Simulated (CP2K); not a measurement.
# Bi (R-3m) in CP2K: further runs, part 2 of 2

CP2K 2026.2. The steps go on from the part before.

### 4 Band structure, LDA

bi_bands.inp

```
&GLOBAL
  PROJECT bi_bands
  RUN_TYPE ENERGY_FORCE
  PRINT_LEVEL LOW
&END GLOBAL
&FORCE_EVAL
  METHOD QS
  STRESS_TENSOR ANALYTICAL
  &DFT
    BASIS_SET_FILE_NAME BASIS_MOLOPT_UZH
    POTENTIAL_FILE_NAME GTH_POTENTIALS
    &MGRID
      CUTOFF 450
      REL_CUTOFF 60
      NGRIDS 4
    &END MGRID
    &QS
      METHOD GPW
      EPS_DEFAULT 1.0E-10
    &END QS
    &KPOINTS
      SCHEME MONKHORST-PACK 7 7 7
      GAMMA_CENTERED T
      SYMMETRY T
      SYMMETRY_BACKEND SPGLIB
    &END KPOINTS
    &SCF
      SCF_GUESS ATOMIC
      EPS_SCF 1.0E-6
      MAX_SCF 100
      ADDED_MOS 10
      CHOLESKY OFF
      EPS_EIGVAL 1.0E-7
      &DIAGONALIZATION ON
        ALGORITHM STANDARD
      &END DIAGONALIZATION
      &MIXING ON
        METHOD BROYDEN_MIXING
        ALPHA 0.4
        BETA 1.5
        NBUFFER 8
      &END MIXING
      &SMEAR ON
        METHOD FERMI_DIRAC
        ELECTRONIC_TEMPERATURE 580.23
      &END SMEAR
    &END SCF
    &XC
      &XC_FUNCTIONAL
        &LDA_X
        &END LDA_X
        &LDA_C_PW
        &END LDA_C_PW
      &END XC_FUNCTIONAL
    &END XC
    &PRINT
      &KPOINTS ON
      &END KPOINTS
      &MULLIKEN ON
      &END MULLIKEN
      &MO ON
        ENERGIES T
        OCCUPATION_NUMBERS T
        &EACH
          QS_SCF 0
        &END EACH
        ADD_LAST NUMERIC
      &END MO
      &BAND_STRUCTURE
        FILE_NAME bands.bs
        ADDED_MOS 2
        &KPOINT_SET
          UNITS B_VECTOR
          NPOINTS 6
          SPECIAL_POINT GAMMA 0.00000000 0.00000000 0.00000000
          SPECIAL_POINT L 0.50000000 0.00000000 0.00000000
          SPECIAL_POINT B1 0.50000000 0.24034345 -0.24034345
        &END KPOINT_SET
        &KPOINT_SET
          UNITS B_VECTOR
          NPOINTS 6
          SPECIAL_POINT B 0.75965655 0.50000000 0.24034345
          SPECIAL_POINT Z 0.50000000 0.50000000 0.50000000
          SPECIAL_POINT GAMMA 0.00000000 0.00000000 0.00000000
          SPECIAL_POINT X 0.37017172 0.00000000 -0.37017172
        &END KPOINT_SET
        &KPOINT_SET
          UNITS B_VECTOR
          NPOINTS 6
          SPECIAL_POINT Q 0.62982828 0.37017172 0.00000000
          SPECIAL_POINT F 0.50000000 0.50000000 0.00000000
          SPECIAL_POINT P1 0.62982828 0.62982828 0.24034345
          SPECIAL_POINT Z 0.50000000 0.50000000 0.50000000
        &END KPOINT_SET
        &KPOINT_SET
          UNITS B_VECTOR
          NPOINTS 6
          SPECIAL_POINT L 0.50000000 0.00000000 0.00000000
          SPECIAL_POINT P 0.75965655 0.37017172 0.37017172
        &END KPOINT_SET
      &END BAND_STRUCTURE
    &END PRINT
  &END DFT
  &SUBSYS
    &CELL
      A 4.7289800521 0.0000000000 0.0000000000
      B 2.5544916029 3.9796764924 0.0000000000
      C 2.5544916029 1.3957698558 3.7268822753
      PERIODIC XYZ
    &END CELL
    &COORD
      SCALED
      Bi  0.7660000000 0.7660000000 0.7660000000
      Bi  0.2340000000 0.2340000000 0.2340000000
    &END COORD
    &KIND Bi
      BASIS_SET TZVP-MOLOPT-PBE-GTH-q5
      POTENTIAL GTH-PADE-q5
    &END KIND
    &PRINT
      &ATOMIC_COORDINATES ON
      &END ATOMIC_COORDINATES
      &CELL ON
      &END CELL
    &END PRINT
  &END SUBSYS
  &PRINT
    &FORCES ON
    &END FORCES
    &STRESS_TENSOR ON
    &END STRESS_TENSOR
  &END PRINT
&END FORCE_EVAL
```

Potentials or basis: GTH_POTENTIALS Bi GTH-PADE-q5; TZVP-MOLOPT-PBE-GTH basis.

Launch:

```bash
$ OMP_NUM_THREADS=2 cp2k.psmp -i bi_bands.inp -o bi_bands.out
```

It took 55 s on 2 threads of Intel Xeon at 2.70GHz, shared host; peak memory 0.39 GiB.

It converged, with:

| Item | Value |
| --- | --- |
| Free energy | -305.7384 eV |
| Pressure | -1.7 GPa |
| Largest force | 0.080 eV/Å |
| Band gap along the path | none (metal or under the smearing width) |

Forces in eV/Å, atoms in the order of the input:
```
Bi   0.066  0.036  0.025
Bi  -0.066 -0.036 -0.025
```

Stress tensor (GPa, compression positive):
```
-1.69  0.05  0.04
 0.05 -1.76  0.02
 0.04  0.02 -1.78
```

Levels at the corners of the path, in eV from the Fermi level:
| point | band 2 | band 3 | band 4 | band 5 | band 6 | band 7 | band 8 | band 9 |
| --- | --- | --- | --- | --- | --- | --- | --- | --- |
| Γ | -7.44 | -1.38 | -1.14 | -1.14 | 2.66 | 3.14 | 3.14 | 6.64 |
| L | -10.50 | -1.27 | -1.17 | -0.18 | -0.17 | 0.58 | 1.08 | 9.22 |
| B1 | -10.21 | -4.06 | -3.96 | -0.38 | 0.88 | 5.43 | 5.47 | 6.92 |
| B | -10.21 | -4.06 | -3.96 | -0.38 | 0.88 | 5.43 | 5.47 | 6.92 |
| Z | -9.88 | -0.84 | -0.60 | -0.60 | 0.73 | 0.73 | 0.86 | 8.35 |
| Γ | -7.44 | -1.38 | -1.14 | -1.14 | 2.66 | 3.14 | 3.14 | 6.64 |
| X | -10.24 | -4.35 | -2.46 | -2.41 | 3.12 | 3.19 | 5.61 | 6.01 |
| Q | -10.24 | -4.35 | -2.46 | -2.41 | 3.12 | 3.19 | 5.61 | 6.01 |
| F | -9.47 | -4.66 | -2.95 | -2.85 | 2.78 | 5.08 | 6.00 | 6.75 |
| P1 | -9.92 | -4.41 | -2.42 | -2.34 | 2.94 | 3.56 | 5.69 | 6.09 |
| Z | -9.88 | -0.84 | -0.60 | -0.60 | 0.73 | 0.73 | 0.86 | 8.35 |
| L | -10.50 | -1.27 | -1.17 | -0.18 | -0.17 | 0.58 | 1.08 | 9.22 |
| P | -9.92 | -4.41 | -2.42 | -2.34 | 2.94 | 3.56 | 5.69 | 6.09 |

Caveat: spin-orbit coupling is left out, which moves the levels of the heavy elements; the basis of atomic orbitals isn't converged, which shifts pressures, moduli and gaps.

### 5 Band structure, PBEsol

bi_bands.inp: that of step 4 with these lines changed.

```diff
@@ -10,3 +10,3 @@
     BASIS_SET_FILE_NAME BASIS_MOLOPT_UZH
-    POTENTIAL_FILE_NAME GTH_POTENTIALS
+    POTENTIAL_FILE_NAME POTENTIAL_UZH
     &MGRID
@@ -18,3 +18,3 @@
       METHOD GPW
-      EPS_DEFAULT 1.0E-10
+      EPS_DEFAULT 1.0E-9
     &END QS
@@ -44,3 +44,3 @@
         METHOD FERMI_DIRAC
-        ELECTRONIC_TEMPERATURE 580.23
+        ELECTRONIC_TEMPERATURE [K] 300.557
       &END SMEAR
@@ -49,6 +49,6 @@
       &XC_FUNCTIONAL
-        &LDA_X
-        &END LDA_X
-        &LDA_C_PW
-        &END LDA_C_PW
+        &GGA_X_PBE_SOL
+        &END GGA_X_PBE_SOL
+        &GGA_C_PBE_SOL
+        &END GGA_C_PBE_SOL
       &END XC_FUNCTIONAL
@@ -68,8 +68,13 @@
       &END MO
+      &LOWDIN ON
+      &END LOWDIN
+      &HIRSHFELD ON
+        SHAPE_FUNCTION DENSITY
+      &END HIRSHFELD
       &BAND_STRUCTURE
         FILE_NAME bands.bs
-        ADDED_MOS 2
+        ADDED_MOS 4
         &KPOINT_SET
           UNITS B_VECTOR
-          NPOINTS 6
+          NPOINTS 10
           SPECIAL_POINT GAMMA 0.00000000 0.00000000 0.00000000
@@ -80,3 +85,3 @@
           UNITS B_VECTOR
-          NPOINTS 6
+          NPOINTS 10
           SPECIAL_POINT B 0.75965655 0.50000000 0.24034345
@@ -88,3 +93,3 @@
           UNITS B_VECTOR
-          NPOINTS 6
+          NPOINTS 10
           SPECIAL_POINT Q 0.62982828 0.37017172 0.00000000
@@ -96,3 +101,3 @@
           UNITS B_VECTOR
-          NPOINTS 6
+          NPOINTS 10
           SPECIAL_POINT L 0.50000000 0.00000000 0.00000000
@@ -111,5 +116,4 @@
     &COORD
-      SCALED
-      Bi  0.7660000000 0.7660000000 0.7660000000
-      Bi  0.2340000000 0.2340000000 0.2340000000
+      Bi  7.5358798556 4.1175919027 2.8547918229
+      Bi  2.3020834023 1.2578544455 0.8720904524
     &END COORD
@@ -117,3 +121,3 @@
       BASIS_SET TZVP-MOLOPT-PBE-GTH-q5
-      POTENTIAL GTH-PADE-q5
+      POTENTIAL GTH-PBE-q5
     &END KIND
```

Potentials or basis: POTENTIAL_UZH Bi GTH-PBE-q5; TZVP-MOLOPT-PBE-GTH basis.

Launch:

```bash
$ OMP_NUM_THREADS=2 cp2k.psmp -i bi_bands.inp -o bi_bands.out
```

bi_bands.out:

```text

 CP2K| version string:                                       CP2K version 2026.2
 CP2K| Input file name                                              bi_bands.inp

 GLOBAL| Force Environment number                                              1
 GLOBAL| Basis set file name                                    BASIS_MOLOPT_UZH
 GLOBAL| Potential file name                                       POTENTIAL_UZH
 GLOBAL| MM Potential file name                                     MM_POTENTIAL
 GLOBAL| Coordinate file name                                      __STD_INPUT__
 GLOBAL| Method name                                                        CP2K
 GLOBAL| Project name                                                   bi_bands
 GLOBAL| Run type                                                   ENERGY_FORCE
 GLOBAL| FFT library                                                       FFTW3
[... 5 lines left out ...]
 GLOBAL| Global print level                                                  LOW
 GLOBAL| Total number of message passing processes                             1
 GLOBAL| Number of threads for this process                                    2
 GLOBAL| CPU model name                     Intel(R) Xeon(R) Processor @ 2.70GHz

 CELL| Volume [angstrom^3]:                                            70.139219
 CELL| Vector a [angstrom]:       4.729     0.000     0.000   |a| =     4.728980
 CELL| Vector b [angstrom]:       2.554     3.980     0.000   |b| =     4.728980
 CELL| Vector c [angstrom]:       2.554     1.396     3.727   |c| =     4.728980
 CELL| Angle (b,c), alpha [degree]:                                    57.304234
 CELL| Angle (a,c), beta  [degree]:                                    57.304234
[... 504 lines left out ...]
 KPOINTS| Special point     2           L     0.500000     0.000000     0.000000
 KPOINTS| Special point     3          B1     0.500000     0.240343    -0.240343
 KPOINTS| Number of k-points in set    2                                      31
 KPOINTS| In units of b-vector [2pi/Bohr]
 KPOINTS| Special point     1           B     0.759657     0.500000     0.240343
 KPOINTS| Special point     2           Z     0.500000     0.500000     0.500000
 KPOINTS| Special point     3       GAMMA     0.000000     0.000000     0.000000
 KPOINTS| Special point     4           X     0.370172     0.000000    -0.370172
 KPOINTS| Number of k-points in set    3                                      31
 KPOINTS| In units of b-vector [2pi/Bohr]
 KPOINTS| Special point     1           Q     0.629828     0.370172     0.000000
 KPOINTS| Special point     2           F     0.500000     0.500000     0.000000
 KPOINTS| Special point     3          P1     0.629828     0.629828     0.240343
 KPOINTS| Special point     4           Z     0.500000     0.500000     0.500000
 KPOINTS| Number of k-points in set    4                                      11
 KPOINTS| In units of b-vector [2pi/Bohr]
 KPOINTS| Special point     1           L     0.500000     0.000000     0.000000
 KPOINTS| Special point     2           P     0.759657     0.370172     0.370172

 ENERGY| Total FORCE_EVAL ( QS ) energy [hartree]            -10.953433098240575

 FORCES| Atomic forces [hartree/bohr]
 FORCES|   Atom     x               y               z               |f|
 FORCES|      1 -5.70027517E-03 -3.11461837E-03 -2.15941787E-03   6.84522243E-03
 FORCES|      2  5.70027517E-03  3.11461837E-03  2.15941787E-03   6.84522243E-03
 FORCES| Sum    -9.21485110E-15 -9.29811783E-16  2.33840725E-15
 FORCES| Total atomic force                                       9.55228660E-15

 STRESS| Analytical stress tensor [bar]
 STRESS|                        x                   y                   z
 STRESS|      x        1.60292093537E+04  -2.08279680607E+03  -1.44401338777E+03
 STRESS|      y       -2.08279680607E+03   1.87031452081E+04  -7.89180289768E+02
 STRESS|      z       -1.44401338777E+03  -7.89180289768E+02   1.92943632649E+04
 STRESS| 1/3 Trace                                             1.80089059422E+04
 STRESS| Determinant                                           5.64695585776E+12

 STRESS| Eigenvectors and eigenvalues of the analytical stress tensor [bar]
 STRESS|                        1                   2                   3
 STRESS| Eigenvalues   1.43441537773E+04   1.98410799323E+04   1.98414841171E+04
 STRESS|      x           0.832739485050     -0.552271538867     -0.039256813363
 STRESS|      y           0.455008555182      0.723030817749     -0.519801549917
 STRESS|      z           0.315455487746      0.414997089077      0.853384585816
```

Run time: 52 s. Hardware: 2 threads of Intel Xeon at 2.70GHz, shared host; peak memory 0.39 GiB.

What came out:

```
Free energy             : -298.0581 eV
Pressure                : 1.8 GPa
Largest force           : 0.352 eV/Å
Band gap along the path : none (metal or under the smearing width)
```

Forces in eV/Å, atoms in the order of the input:
```
Bi  -0.293 -0.160 -0.111
Bi   0.293  0.160  0.111
```

Stress tensor (GPa, compression positive):
```
 1.60 -0.21 -0.14
-0.21  1.87 -0.08
-0.14 -0.08  1.93
```

Levels at the corners of the path, in eV from the Fermi level:
```csv
point,band 1,band 2,band 3,band 4,band 5,band 6,band 7,band 8,band 9,band 10
Γ,-13.10,-7.06,-1.38,-1.10,-1.10,2.70,3.26,3.26,6.51,6.51
L,-11.08,-10.42,-1.26,-1.17,-0.22,-0.12,0.52,1.05,9.33,9.80
B1,-10.74,-10.08,-4.20,-4.10,-0.31,0.91,5.60,5.62,6.88,7.06
B,-10.74,-10.08,-4.20,-4.10,-0.31,0.91,5.60,5.62,6.88,7.06
Z,-11.80,-9.78,-0.81,-0.59,-0.59,0.71,0.71,0.93,8.42,10.56
Γ,-13.10,-7.06,-1.38,-1.10,-1.10,2.70,3.26,3.26,6.51,6.51
X,-10.75,-10.11,-4.50,-2.51,-2.48,3.29,3.31,5.32,6.40,8.76
Q,-10.75,-10.11,-4.50,-2.51,-2.48,3.29,3.31,5.32,6.40,8.76
F,-11.21,-9.28,-4.81,-3.04,-2.92,2.46,5.40,6.22,7.27,10.28
P1,-11.05,-9.78,-4.56,-2.48,-2.39,3.01,3.71,5.51,6.46,9.20
Z,-11.80,-9.78,-0.81,-0.59,-0.59,0.71,0.71,0.93,8.42,10.56
L,-11.08,-10.42,-1.26,-1.17,-0.22,-0.12,0.52,1.05,9.33,9.80
P,-11.05,-9.78,-4.56,-2.48,-2.39,3.01,3.71,5.51,6.46,9.20
```

Caveat: the potentials were made for another functional, which shifts forces and pressure; spin-orbit coupling is left out, which moves the levels of the heavy elements; the basis of atomic orbitals isn't converged, which shifts pressures, moduli and gaps.

### 6 Overview

```csv
level,potentials or basis,smearing,EPS_DEFAULT,potentials,points a segment of the path (NPOINTS),bands added on the path,pressure (GPa),largest force (eV/Å)
PBE,POTENTIAL_UZH Bi GTH-PBE-q5; TZVP-MOLOPT-PBE-GTH basis,fermi-dirac 0.0259 eV,1.0E-10,Bi GTH-PBE-q5 of POTENTIAL_UZH,8,4,2.7,0.27
PBE,POTENTIAL_UZH Bi GTH-PBE-q5; TZVP-MOLOPT-PBE-GTH basis,fermi-dirac 0.1 eV,1.0E-10,Bi GTH-PBE-q5 of POTENTIAL_UZH,10,6,2.7,0.27
LDA,GTH_POTENTIALS Bi GTH-PADE-q5; TZVP-MOLOPT-PBE-GTH basis,fermi-dirac 0.05 eV,1.0E-10,Bi GTH-PADE-q5 of GTH_POTENTIALS,6,2,-1.7,0.08
PBEsol,POTENTIAL_UZH Bi GTH-PBE-q5; TZVP-MOLOPT-PBE-GTH basis,fermi-dirac 0.0259 eV,1.0E-9,Bi GTH-PBE-q5 of POTENTIAL_UZH,10,4,1.8,0.35
```

Alike in all rows: task band structure; no spin polarisation; cell as given; k mesh 7 × 7 × 7.

Caveats: spin-orbit coupling is left out, which moves the levels of the heavy elements; the basis of atomic orbitals isn't converged, which shifts pressures, moduli and gaps; the potentials were made for another functional, which shifts forces and pressure (some runs).

Total energies depend on the potentials used, so only differences within one code and one set of settings carry meaning.
